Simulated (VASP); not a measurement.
SiC, 2 atoms in the cell. The structure is cubic, space group Fm-3m (No. 225). Conventional cell: a = 4.065 Å, b = 4.065 Å, c = 4.065 Å, α = 90.00°, β = 90.00°, γ = 90.00°. Si (site symmetry m-3m) is surrounded by 6 C at 2.03 Å. C (site symmetry m-3m) has 6 Si at 2.03 Å as nearest neighbours. The cell was built by a generator and needn't be a form met in nature. The cell isn't the ideal one: a relaxed cell with its volume scaled by 1.02.

- Program: VASP 6.6.1
- Task: relaxation of the atoms
- Functional: PBEsol
- Potentials or basis: VASP PAW PBE potentials, release 64 (Si, C)
- Cutoff: 600 eV
- k mesh: 12 × 12 × 12
- Occupations: gaussian, width 0.03 eV
- Spin: no spin polarisation
- Further INCAR settings: ALGO = Fast; EDIFF = 1e-07; IBRION = 2; EDIFFG = -0.01; NSW = 40

Potentials or basis: VASP PAW PBE potentials, release 64 (Si, C).

Run with:

```bash
$ cat potpaw_PBE.64/Si/POTCAR potpaw_PBE.64/C/POTCAR > POTCAR
$ mpirun -np 1 vasp_std > vasp.out
```

Hardware: 1 thread of Intel(R) Xeon(R) Platinum 8488C (Sapphire Rapids), on a shared host.

Q: Estimate the wall time of this run.

A: Run time: 7.9 s on 1 thread of Intel(R) Xeon(R) Platinum 8488C (Sapphire Rapids) (shared host), peak memory 0.13 GiB. Counts: scf iterations 15, k points 72, ion steps 1.
